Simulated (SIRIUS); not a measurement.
Crystal: W.

```
CELL_PARAMETERS angstrom
-1.58234 1.58234 1.58234
1.58234 -1.58234 1.58234
1.58234 1.58234 -1.58234
ATOMIC_POSITIONS crystal
W 0.00000 0.00000 0.00000
```

Base run:

* Program: SIRIUS 7.12.0
* Functional: BP86
* Potentials or basis: PseudoDojo 0.4.1 PBE standard (scalar relativistic)
* Cutoff: 1030 eV
* Density cutoff: 4119 eV
* k mesh: 12 × 12 × 12
* Occupations: fermi-dirac, width 0.05 eV
* Spin: no spin polarisation

Its results: band gap on the k mesh none (metal or under the smearing width); pressure 6.4 GPa.

Question: After a change of settings the same cell gave: band gap on the k mesh none (metal or under the smearing width); pressure 15.0 GPa. Which change was it?
A. functional from BP86 to PBEsol; libxc names from ["XC_GGA_X_B88", "XC_GGA_C_P86"] to ["XC_GGA_X_PBE_SOL", "XC_GGA_C_PBE_SOL"]
B. functional from BP86 to rPW86PBE; libxc names from ["XC_GGA_X_B88", "XC_GGA_C_P86"] to ["XC_GGA_X_RPW86", "XC_GGA_C_PBE"]
C. functional from BP86 to PW91; libxc names from ["XC_GGA_X_B88", "XC_GGA_C_P86"] to ["XC_GGA_X_PW91", "XC_GGA_C_PW91"]
D. functional from BP86 to AM05; libxc names from ["XC_GGA_X_B88", "XC_GGA_C_P86"] to ["XC_GGA_X_AM05", "XC_GGA_C_AM05"]

Answer: B.

Caveats: the potentials were made for another functional, which shifts forces and pressure.

Runs at the PBE level aren't shown here.
